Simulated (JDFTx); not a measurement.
# MgB2 under changes of volume

One of the cells (9.679 Å³/atom); the others are scaled copies at fixed shape and fractional positions:

```xyz
3
Lattice="3.0850 0.0000 0.0000 -1.5425 2.6717 0.0000 0.0000 0.0000 3.5230" Properties=species:S:1:pos:R:3 pbc="T T T"
Mg    0.0000    0.0000    0.0000
B     1.5425    0.8906    1.7615
B     0.0000    1.7811    1.7615
```

- Program: JDFTx 1.7.0 (patched build)
- Functional: PBE
- Potentials or basis: PseudoDojo-SR-PBE-0.5-standard
- Cutoff: 1143 eV
- Density cutoff: 9143 eV
- k mesh: 10 × 10 × 8
- Occupations: fermi-dirac, width 0.05 eV
- Spin: no spin polarisation

```csv
volume (Å³/atom),energy over the lowest point (meV/atom),pressure (GPa)
9.098,14.65,9.4
9.292,5.56,5.6
9.485,?,?
9.679,0.00,-0.9
9.873,2.78,-3.7
10.066,8.85,-6.3
10.260,17.90,-8.7
```

Q: What does the run at 9.485 Å³/atom give?

A: Energy over the lowest point 0.81 meV/atom; pressure 2.2 GPa.

Worked out: A Birch-Murnaghan fit of order 3 (a polynomial in V^(-2/3)) to the other rows has its minimum at 9.62 Å³/atom with B0 = V·E''(V) = 152 GPa and B' = 3.6 at fixed shape and positions, which overstates the stiffness. It gives 0.82 meV/atom at 9.485 Å³/atom, against the run's 0.81, and -dE/dV = 2.3 GPa, against 2.2.

Energies are extrapolated to zero smearing.
